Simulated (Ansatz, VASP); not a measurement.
# In3Ga13O24 (Ga1.6In0.4O3, monoclinic beta-Ga2O3 type): VASP beside Ansatz

Aim: how closely do two programs agree when they are given the same cell, functional and k mesh? The cell is invented: As first built, before any earlier steps moved the atoms (in the runner's words): 1x2x2 conventional cells of the Ga2O3 type (80 atoms: 48 O, 26 Ga, 6 In); Ga/In share their sites, the best of 600 random draws by like-pair counts in two shells; start lattice of Ga2O3; atoms moved at random by 0.02 A. It may not be a known or stable phase. The structure shown is the end of the Ansatz relaxation below.

Method: plane waves, with VASP 6.6.1 beside it; single point at LDA, in Ansatz 0.2.0.

## Step 1: The starting structure

The cell holds 80 atoms: 48 O, 26 Ga and 6 In. Cell: a = 12.282 Å, b = 6.159 Å, c = 11.756 Å, α = 90.0°, β = 103.9°, γ = 89.9°. It derives from Ga2O3 (Ga2O3 type, space group 12), repeated 1×2×2. As first built, before any earlier steps moved the atoms (in the runner's words): 1x2x2 conventional cells of the Ga2O3 type (80 atoms: 48 O, 26 Ga, 6 In); Ga/In share their sites, the best of 600 random draws by like-pair counts in two shells; start lattice of Ga2O3; atoms moved at random by 0.02 A.

## Step 2: Ansatz: relaxation, LDA

Ansatz runs on its default PAW (the set named soft_2) files.

This run makes the geometry at which the two programs are then compared.

Input file input.yaml:

```yaml
crystal:
  lattice:
    - [12.214, 0.0, 0.0]
    - [0.0, 6.0742, 0.0]
    - [-2.77198, 0.0, 11.26002]
  atoms:
    - { symbol: O, position: [0.16584, 0.99995, 0.0527] }
    - { symbol: O, position: [0.33588, 0.24764, 0.44567] }
    - { symbol: O, position: [0.17377, 0.99586, 0.28297] }
    - { symbol: O, position: [0.32776, 0.25311, 0.21858] }
    - { symbol: O, position: [0.49516, 0.00381, 0.1284] }
    - { symbol: O, position: [0.00495, 0.24982, 0.36981] }
    - { symbol: O, position: [0.66347, 0.24572, 0.05327] }
    - { symbol: O, position: [0.83571, 0.99797, 0.44911] }
    - { symbol: O, position: [0.67195, 0.24868, 0.28232] }
    - { symbol: O, position: [0.83028, 0.00022, 0.21943] }
    - { symbol: O, position: [0.99527, 0.247, 0.12718] }
    - { symbol: O, position: [0.50559, 0.99965, 0.37175] }
    - { symbol: O, position: [0.16509, 0.00413, 0.55771] }
    - { symbol: O, position: [0.33542, 0.24837, 0.94442] }
    - { symbol: O, position: [0.17115, 0.99905, 0.78265] }
    - { symbol: O, position: [0.32761, 0.24811, 0.71837] }
    - { symbol: O, position: [0.49564, 0.00013, 0.63007] }
    - { symbol: O, position: [0.00437, 0.24759, 0.87099] }
    - { symbol: O, position: [0.66325, 0.25039, 0.55431] }
    - { symbol: O, position: [0.83361, 0.99805, 0.94633] }
    - { symbol: O, position: [0.67158, 0.24666, 0.7821] }
    - { symbol: O, position: [0.82967, 0.001, 0.71691] }
    - { symbol: O, position: [0.99597, 0.25157, 0.63092] }
    - { symbol: O, position: [0.50636, 0.99664, 0.87082] }
    - { symbol: O, position: [0.16436, 0.50001, 0.056] }
    - { symbol: O, position: [0.33666, 0.74963, 0.44775] }
    - { symbol: O, position: [0.17344, 0.49525, 0.28162] }
    - { symbol: O, position: [0.32668, 0.74939, 0.22167] }
    - { symbol: O, position: [0.49677, 0.49575, 0.12856] }
    - { symbol: O, position: [0.00521, 0.74859, 0.37323] }
    - { symbol: O, position: [0.66349, 0.75225, 0.05389] }
    - { symbol: O, position: [0.8336, 0.50279, 0.44248] }
    - { symbol: O, position: [0.6758, 0.74952, 0.27799] }
    - { symbol: O, position: [0.82382, 0.49707, 0.21449] }
    - { symbol: O, position: [0.9981, 0.75869, 0.12707] }
    - { symbol: O, position: [0.50472, 0.50662, 0.37091] }
    - { symbol: O, position: [0.16494, 0.50321, 0.55203] }
    - { symbol: O, position: [0.33605, 0.75367, 0.94532] }
    - { symbol: O, position: [0.17417, 0.50405, 0.78398] }
    - { symbol: O, position: [0.32648, 0.74371, 0.71783] }
    - { symbol: O, position: [0.4959, 0.50011, 0.62863] }
    - { symbol: O, position: [0.0024, 0.75013, 0.86915] }
    - { symbol: O, position: [0.66804, 0.74891, 0.55411] }
    - { symbol: O, position: [0.83783, 0.49952, 0.94546] }
    - { symbol: O, position: [0.67693, 0.74706, 0.78168] }
    - { symbol: O, position: [0.82697, 0.50297, 0.71709] }
    - { symbol: O, position: [0.99546, 0.74442, 0.62984] }
    - { symbol: O, position: [0.50362, 0.49823, 0.87223] }
    - { symbol: Ga, position: [0.41055, 0.24753, 0.09931] }
    - { symbol: Ga, position: [0.15714, 0.25173, 0.15739] }
    - { symbol: Ga, position: [0.58901, 0.25105, 0.39661] }
    - { symbol: Ga, position: [0.90897, 0.99722, 0.10024] }
    - { symbol: Ga, position: [0.65897, 0.00149, 0.15699] }
    - { symbol: Ga, position: [0.83908, 0.25208, 0.34475] }
    - { symbol: Ga, position: [0.08947, 0.99953, 0.8971] }
    - { symbol: Ga, position: [0.40929, 0.2499, 0.60436] }
    - { symbol: Ga, position: [0.15941, 0.24407, 0.65643] }
    - { symbol: Ga, position: [0.33997, 0.99628, 0.8385] }
    - { symbol: Ga, position: [0.91102, 0.00122, 0.6034] }
    - { symbol: Ga, position: [0.65882, 0.00403, 0.65997] }
    - { symbol: Ga, position: [0.09309, 0.50226, 0.40016] }
    - { symbol: Ga, position: [0.40933, 0.75195, 0.10052] }
    - { symbol: Ga, position: [0.15843, 0.75335, 0.15861] }
    - { symbol: Ga, position: [0.34173, 0.49981, 0.34] }
    - { symbol: Ga, position: [0.589, 0.75277, 0.39444] }
    - { symbol: Ga, position: [0.90982, 0.49749, 0.10174] }
    - { symbol: Ga, position: [0.65683, 0.50431, 0.1573] }
    - { symbol: Ga, position: [0.84101, 0.75809, 0.34174] }
    - { symbol: Ga, position: [0.09098, 0.50234, 0.89768] }
    - { symbol: Ga, position: [0.40945, 0.74531, 0.60147] }
    - { symbol: Ga, position: [0.15753, 0.74633, 0.65754] }
    - { symbol: Ga, position: [0.33927, 0.50319, 0.84463] }
    - { symbol: Ga, position: [0.9093, 0.50019, 0.60337] }
    - { symbol: Ga, position: [0.83996, 0.74931, 0.84498] }
    - { symbol: In, position: [0.0905, 0.00469, 0.39848] }
    - { symbol: In, position: [0.34121, 0.99891, 0.3446] }
    - { symbol: In, position: [0.58939, 0.25289, 0.89338] }
    - { symbol: In, position: [0.84077, 0.24482, 0.84371] }
    - { symbol: In, position: [0.58999, 0.75396, 0.89571] }
    - { symbol: In, position: [0.66064, 0.50348, 0.65578] }
kpoints:
  mp_grid: { grid: [2, 4, 2], shift: [0.5, 0.5, 0.5] }
hamiltonian:
  xc: lda
scf:
  occupations: { method: fermi_dirac, width: 0.01 }
output:
  forces: true
  stress: true
relax:
  f_tol: 0.02
  max_steps: 45
  cell: { stress_tol: 0.1 }
```

The run is started by

```sh
$ ansatz run input.yaml --threads 32 --pin off --max-ram 143360MiB --backend cuda --events-out ev --progress --plain --runs-dir out
```

Numbers of over 12 decimals in the logs are rounded to 6 here.

The program printed:

```text
Engine: ansatz 0.2.0, aarch64-unknown-linux-gnu
Pseudopotentials: kind: paw
Pseudopotential: O, paw, valence charge 6, recommended cutoff 420 eV (normal), O.paw.azcp
Pseudopotential: Ga, paw, valence charge 13, recommended cutoff 420 eV (normal), Ga.paw.azcp
Pseudopotential: In, paw, valence charge 13, recommended cutoff 420 eV (normal), In.paw.azcp
device memory: the entry about to start is reckoned to put 24.7 GiB on a device that reports 182.5 GiB free
GPU FFT provider: cuFFT
GPU libraries: cuBLAS 13.8.1, cuFFT 12.4.0, cuSOLVER 12.3.2
GPU matrix products: emulated (plane waves: as basis.precision tells), large ones in fixed point in workspaces of 1.00 GiB
Crystal: 80 atoms, lattice volume = 835.384 Å³
Basis set: ecut = 420 eV, 16313 PW (Γ)
Bands: 432, of which v1, the nominal top of the filled ones, is band 352 counted from 1 (351 counted from 0)
k-points: 8 of 16 (time reversal used)
PAW frozen core: O, regenerated for the run's functional, and the local potential with it (the file was generated under x = pbe(κ = 0.804, μ = 0.219515), c = pbe(β = 0.066725))
PAW frozen core: Ga, regenerated for the run's functional, and the local potential with it (the file was generated under x = pbe(κ = 0.804, μ = 0.219515), c = pbe(β = 0.066725))
PAW frozen core: In, regenerated for the run's functional, and the local potential with it (the file was generated under x = pbe(κ = 0.804, μ = 0.219515), c = pbe(β = 0.066725))
GPU buffer pool allocated for 324000 grid points (all kernels)
GPU transforms: local potential and band sums: pruned to the plane-wave sphere, on 81×45×80
relax step   1: F+E_penalty+E_count = -155795.51830727 eV  Δ(F+E_penalty+E_count) = +0.000e0 eV  max|allowed force component| = 7.357e0 eV/Å  Δτ_max = 0.0000 Å  P = +12.337 GPa  Ω = 835.384 Å³  (9 SCF iters, dr2 threshold 1.00e-7 eV, accepted)
[... from here on, the SCF cycles and remarks between the steps are left out ...]
relax step   2: F+E_penalty+E_count = -155802.92577429 eV  Δ(F+E_penalty+E_count) = -7.407e0 eV  max|allowed force component| = 2.395e0 eV/Å  Δτ_max = 0.1602 Å  P = +1.193 GPa  Ω = 863.000 Å³  energy of the carried Pulay correction = -1.734e-1 eV  (8 SCF iters, dr2 threshold 8.00e-6 eV, accepted)
relax step   3: F+E_penalty+E_count = -155803.66441270 eV  Δ(F+E_penalty+E_count) = -7.386e-1 eV  max|allowed force component| = 6.632e-1 eV/Å  Δτ_max = 0.1995 Å  P = +0.612 GPa  Ω = 860.568 Å³  energy of the carried Pulay correction = -1.583e-1 eV  (7 SCF iters, dr2 threshold 8.00e-6 eV, accepted)
relax step   4: F+E_penalty+E_count = -155803.85263566 eV  Δ(F+E_penalty+E_count) = -1.882e-1 eV  max|allowed force component| = 1.701e-1 eV/Å  Δτ_max = 0.0812 Å  P = +0.059 GPa  Ω = 861.410 Å³  energy of the carried Pulay correction = -1.636e-1 eV  (7 SCF iters, dr2 threshold 8.00e-6 eV, accepted)
relax step   5: F+E_penalty+E_count = -155803.87049809 eV  Δ(F+E_penalty+E_count) = -1.786e-2 eV  max|allowed force component| = 6.195e-2 eV/Å  Δτ_max = 0.0451 Å  P = +0.028 GPa  Ω = 861.747 Å³  energy of the carried Pulay correction = -1.656e-1 eV  (7 SCF iters, dr2 threshold 1.81e-6 eV, accepted)
relax step   6: F+E_penalty+E_count = -155803.87235278 eV  Δ(F+E_penalty+E_count) = -1.855e-3 eV  max|allowed force component| = 1.643e-2 eV/Å  Δτ_max = 0.0184 Å  P = +0.012 GPa  Ω = 861.687 Å³  energy of the carried Pulay correction = -1.653e-1 eV  (7 SCF iters, dr2 threshold 2.40e-7 eV, accepted)
relax step   7: F+E_penalty+E_count = -155804.06726280 eV  Δ(F+E_penalty+E_count) = -1.949e-1 eV  max|allowed force component| = 1.499e-2 eV/Å  Δτ_max = 0.0000 Å  P = +0.343 GPa  Ω = 861.687 Å³  stress off target by 4.07e-1 GPa  SCF on the basis re-selected at this cell (its energy is not comparable with the rows above)  (6 SCF iters)
relax step   8: F+E_penalty+E_count = -155804.05918135 eV  Δ(F+E_penalty+E_count) = +8.081e-3 eV  max|allowed force component| = 6.026e-3 eV/Å  Δτ_max = 0.0048 Å  P = +0.006 GPa  Ω = 863.292 Å³  energy of the carried Pulay correction = -1.005e-2 eV  (6 SCF iters, dr2 threshold 4.13e-7 eV, accepted)
relax step   9: F+E_penalty+E_count = -155804.06825712 eV  Δ(F+E_penalty+E_count) = -9.076e-3 eV  max|allowed force component| = 6.070e-3 eV/Å  Δτ_max = 0.0000 Å  P = +0.014 GPa  Ω = 863.292 Å³  stress off target by 4.06e-2 GPa  SCF on the basis re-selected at this cell (its energy is not comparable with the rows above)  (6 SCF iters)
basis re-selected at this cell: Δ(F+E_penalty+E_count) = -9.076e-3 eV, ΔP = +0.008 GPa vs the last step (what re-selecting the basis moved, of the pressure what is left beyond the Pulay correction that the steps carried, after the strain that the cell walked since its last selection, with what the two solves' SCF thresholds leave and, on support functions, any second-order correction that the steps lacked; it is no m [...]
SCF converged after 6 iterations
Free energy (F): -155804.068257 eV
Internal energy: -155804.068257 eV  (E = F + TS)
E sigma→0 (E₀):  -155804.068257 eV
Fermi energy:    9.424109 eV
--- Forces (eV/Å), atoms counted from 1 ---
  max |Σ_I F_I| component: 1.09e-5 eV/Å
--- Stress (GPa, compression-positive) ---
       -0.012350       0.000545      -0.008638
        0.000545       0.014197      -0.001081
       -0.008638      -0.001081       0.039110
  P = ⅓ Tr σ = 0.0137 GPa (0.137 kbar)
--- Band table (eV; the first three rows and the last of 8) ---
--- Relaxed structure (7 steps of the walk, 7 accepted, 2 SCFs on fresh bases) ---
  F+E_penalty+E_count = -155804.06825712 eV   max|allowed force component| = 6.070e-3 eV/Å   (the final SCF, on the basis selected at the relaxed cell)
  cell:  # Å, volume = 863.2917 Å³
    - [12.282172, 0.00688475, -0.019547]
    - [0.00342389, 6.159210, 0.000519694]
    - [-2.805472, -0.000599122, 11.416353]
  atoms:
    [... one line an atom ...]
```

## Step 3: VASP: single point, LDA

The same cell, functional (in two slightly different forms), mesh and smearing now go to VASP, with its own data sets.

Lines of VASP's logs that name or quote its potential files are left out, and so is its time.

Input file INCAR:

```
SYSTEM = In3Ga13O24
PREC = Accurate
ENCUT = 520
EDIFF = 1E-06
NELM = 120
ISMEAR = -1
SIGMA = 0.01
LREAL = Auto
ALGO = Normal
GGA = PW92
NBANDS = 408
LORBIT = 11
LWAVE = .FALSE.
LCHARG = .FALSE.
ISIF = 2
ISYM = 0
LASPH = .TRUE.
GGA_COMPAT = .FALSE.
EFERMI = MIDGAP
KPAR = 8
```

Input file POSCAR:

```
In3Ga13O24
1.0
   12.2821720000      0.0068850000     -0.0195470000
    0.0034240000      6.1592100000      0.0005200000
   -2.8054720000     -0.0005990000     11.4163530000
O Ga In
48 26 6
Direct
    0.1659900000      0.9985700000      0.0548800000
    0.3281900000      0.2656600000      0.4473400000
    0.1648200000      0.0022600000      0.2637700000
    0.3244500000      0.2667200000      0.2120100000
    0.4948400000      0.0002900000      0.1256700000
    0.9996300000      0.2706200000      0.3681800000
    0.6724800000      0.2478500000      0.0708900000
    0.8461700000      0.0005500000      0.4450500000
    0.6761600000      0.2513800000      0.2856500000
    0.8296100000      0.0001400000      0.2247100000
    0.9885600000      0.2513000000      0.1192100000
    0.5118300000      0.0013000000      0.3645200000
    0.1747400000      0.0013200000      0.5684900000
    0.3342000000      0.2515300000      0.9460000000
    0.1744800000      0.9980800000      0.7842100000
    0.3239500000      0.2524000000      0.7211700000
    0.4886200000      0.9994300000      0.6183900000
    0.0193000000      0.2499200000      0.8758300000
    0.6697300000      0.2300100000      0.5457100000
    0.8306100000      0.9805300000      0.9500500000
    0.6700500000      0.2328300000      0.7688200000
    0.8320900000      0.9894200000      0.7137500000
    0.9989200000      0.2485500000      0.6276400000
    0.4898300000      0.9899000000      0.8641500000
    0.1594800000      0.5018900000      0.0554900000
    0.3276300000      0.7352600000      0.4469400000
    0.1712700000      0.4996000000      0.2795100000
    0.3256900000      0.7339600000      0.2129000000
    0.4980900000      0.4995600000      0.1273500000
    0.9995100000      0.7285800000      0.3710100000
    0.6716400000      0.7520300000      0.0745800000
    0.8340800000      0.4998500000      0.4486600000
    0.6762400000      0.7489500000      0.2866300000
    0.8265900000      0.5000100000      0.2225000000
    0.9933600000      0.7492700000      0.1283100000
    0.5044700000      0.4991800000      0.3744600000
    0.1621800000      0.4985900000      0.5568700000
    0.3299200000      0.7474300000      0.9469300000
    0.1731500000      0.5019300000      0.7818100000
    0.3232500000      0.7468000000      0.7199700000
    0.4844700000      0.5000600000      0.6262400000
    0.0084600000      0.7519600000      0.8745900000
    0.6659800000      0.7692500000      0.5445700000
    0.8266500000      0.5207100000      0.9480600000
    0.6812300000      0.7651200000      0.7712300000
    0.8402700000      0.5131600000      0.7181900000
    0.0009600000      0.7529100000      0.6258100000
    0.4934400000      0.5066500000      0.8685800000
    0.4094800000      0.2526100000      0.1007300000
    0.1534700000      0.2515900000      0.1512900000
    0.5913100000      0.2510100000      0.3951900000
    0.9063900000      0.9967000000      0.1057000000
    0.6609900000      0.0008100000      0.1684500000
    0.8427800000      0.2539200000      0.3457600000
    0.0974200000      0.9964700000      0.9003600000
    0.4017000000      0.2499400000      0.6033400000
    0.1602900000      0.2519500000      0.6613500000
    0.3359400000      0.9977500000      0.8452600000
    0.9133700000      0.9992400000      0.6014000000
    0.6563400000      0.9987000000      0.6497600000
    0.0950700000      0.4994000000      0.3992200000
    0.4099700000      0.7475700000      0.1000400000
    0.1554100000      0.7490300000      0.1534600000
    0.3383700000      0.4999600000      0.3402600000
    0.5896200000      0.7489800000      0.3939100000
    0.9051300000      0.5044100000      0.1045500000
    0.6612600000      0.4992300000      0.1662800000
    0.8421900000      0.7463800000      0.3460100000
    0.0956600000      0.5048800000      0.8989100000
    0.4016500000      0.7499900000      0.6030000000
    0.1610100000      0.7480800000      0.6599500000
    0.3379200000      0.5013500000      0.8432100000
    0.9180000000      0.5024800000      0.6002400000
    0.8472600000      0.7530500000      0.8387400000
    0.0904100000      0.9993600000      0.4006900000
    0.3408900000      0.0009000000      0.3390600000
    0.5902400000      0.2455500000      0.9019800000
    0.8472900000      0.2487800000      0.8440200000
    0.6041600000      0.7506100000      0.9037600000
    0.6584700000      0.5003200000      0.6475100000
```

Input file KPOINTS:

```
Points of the shifted mesh
16
Reciprocal
 0.2500000000  0.1250000000  0.2500000000 1
 0.2500000000  0.1250000000  0.7500000000 1
 0.2500000000  0.3750000000  0.2500000000 1
 0.2500000000  0.3750000000  0.7500000000 1
 0.2500000000  0.6250000000  0.2500000000 1
 0.2500000000  0.6250000000  0.7500000000 1
 0.2500000000  0.8750000000  0.2500000000 1
 0.2500000000  0.8750000000  0.7500000000 1
 0.7500000000  0.1250000000  0.2500000000 1
 0.7500000000  0.1250000000  0.7500000000 1
 0.7500000000  0.3750000000  0.2500000000 1
 0.7500000000  0.3750000000  0.7500000000 1
 0.7500000000  0.6250000000  0.2500000000 1
 0.7500000000  0.6250000000  0.7500000000 1
 0.7500000000  0.8750000000  0.2500000000 1
 0.7500000000  0.8750000000  0.7500000000 1
```

The projector-augmented-wave data sets are O, Ga_d and In_d (LDA family, release 64).

The run is started by

```sh
$ mpirun -np 8 vasp_std
```

The program printed:

```text
[banner, memory and clock lines left out]
running    8 mpi-ranks, on    1 nodes
[...]
|                                                                             |
|           W    W    AA    RRRRR   N    N  II  N    N   GGGG   !!!           |
|           W    W   A  A   R    R  NN   N  II  NN   N  G    G  !!!           |
|           W    W  A    A  R    R  N N  N  II  N N  N  G       !!!           |
|           W WW W  AAAAAA  RRRRR   N  N N  II  N  N N  G  GGG   !            |
|           WW  WW  A    A  R   R   N   NN  II  N   NN  G    G                |
|           W    W  A    A  R    R  N    N  II  N    N   GGGG   !!!           |
|                                                                             |
|     For optimal performance we recommend to set                             |
|       NCORE = 2 up to number-of-cores-per-socket                            |
|     NCORE specifies how many cores store one orbital (NPAR=cpu/NCORE).      |
|     This setting can greatly improve the performance of VASP for DFT.       |
[...]
|                                                                             |
|     You enforced a specific xc type in the INCAR file but a different       |
|     [... a line on the potential file left out ...]
|     I HOPE YOU KNOW WHAT YOU ARE DOING!                                     |
|                                                                             |

 LDA part: xc-table for (Slater(with rela. corr.)+PW92), standard interpolation
 POSCAR, INCAR and KPOINTS ok, starting setup
[...]
entering main loop
       N       E                     dE             d eps       ncg     rms          rms(c)
DAV:   1     0.158529065492E+05    0.15853E+05   -0.24440E+05 13064   0.307E+03
DAV:   2     0.368279030618E+04   -0.12170E+05   -0.11516E+05 13056   0.938E+02
DAV:   3    -0.810018114728E+01   -0.36909E+04   -0.34801E+04 15856   0.368E+02
DAV:   4    -0.558288861453E+03   -0.55019E+03   -0.53613E+03 15480   0.148E+02
[...]
DAV:  19    -0.536059843176E+03   -0.27220E-05   -0.42426E-05 20704   0.251E-02    0.111E-02
DAV:  20    -0.536059843844E+03   -0.66878E-06   -0.10857E-05 11352   0.115E-02    0.521E-03
DAV:  21    -0.536059843510E+03    0.33404E-06   -0.88367E-07  8408   0.227E-02
   1 F= -.53605984E+03 E0= -.53605984E+03  d E =0.000000E+00
```

From OUTCAR (step 3):

```text
  FREE ENERGIE OF THE ION-ELECTRON SYSTEM (eV)
  ---------------------------------------------------
  free  energy   TOTEN  =      -536.0598435103 eV

  energy  without entropy=     -536.0598435103  energy(sigma->0) =     -536.05984351

[... 1 further part left out ...]
```

The run ends at a pressure of 1.34 GPa, with forces up to 0.097 eV/Å.

## Step 4: Comparison

Known differences besides the potentials themselves: the cutoff is 420 eV in Ansatz and 520 eV in VASP (PREC = Accurate, projectors in real space); VASP's log shows a relativistic correction to its local exchange, Ansatz's none. Total energies have different zeros and are not compared.

Both answers:

| quantity | Ansatz | VASP | difference |
| --- | --- | --- | --- |
| gap on the k mesh (eV) | 2.590 | 2.597 | -0.007 |

A gap on the mesh is an upper bound, since the band edges may lie between its points.

## Step 5: What came out

* difference in gap on the k mesh (single point, LDA): -0.0067 eV

What this shows: The difference in gap on the k mesh is -0.0067 eV (single point, LDA), within the 0.08 eV picked in this series as the mark of a large difference. Such differences can come from data sets, numerical settings and the points named under the comparisons, not from the functional's error against experiment.

[Lines on the potential files, build, host, timing and source positions are cut from VASP's logs without a mark.]

[Logs are printed without paths, hosts, clocks, repeated set-up lines and the standing remarks that a program may print on its own settings, such as how far it seeks lower states.]

[Hosts, paths, dates, database ids (printed as entryN), source tags and the programs' standing remarks are cut or masked in the printed files.]
